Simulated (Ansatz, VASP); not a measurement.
## One calculation of Al, two programs

```
Al
1.0
     2.86335    0.00000    0.00000
    -1.43167    2.47973    0.00000
     0.00000    0.00000    4.67585
Al
2
Direct
  0.33333 0.66667 0.25000
  0.66667 0.33333 0.75000
```

This isn't the form of Al at room conditions, which is fcc.

Alike in both runs: task single point; functional PBEsol; k mesh 9 × 9 × 4; occupations gaussian, width 0.1 eV; no spin polarisation.

|  | VASP | Ansatz |
| --- | --- | --- |
| version | VASP 6.6.1 | Ansatz 0.2.0 |
| potentials or method | VASP PAW PBE potentials, release 64 (Al) | scalar-relativistic, plane waves, PAW |
| plane-wave cutoff (eV) | 520 | 420 |
| valence electrons in the cell | 6 | 6 |

```csv
,VASP,Ansatz,Ansatz less VASP
gap on the k mesh at the Fermi level (eV),none,none,-
pressure (GPa),-1.2,-1.3,-0.06
largest component of the traceless stress (GPa),0.87,0.86,-0.004
```

A gap of «none» marks a metal or a gap that the smearing closes. The functional is the same, so the differences come from potentials, cutoffs and numerics.

Caveats: the PAW data sets were made with another functional, which shifts forces and pressure a little (VASP).
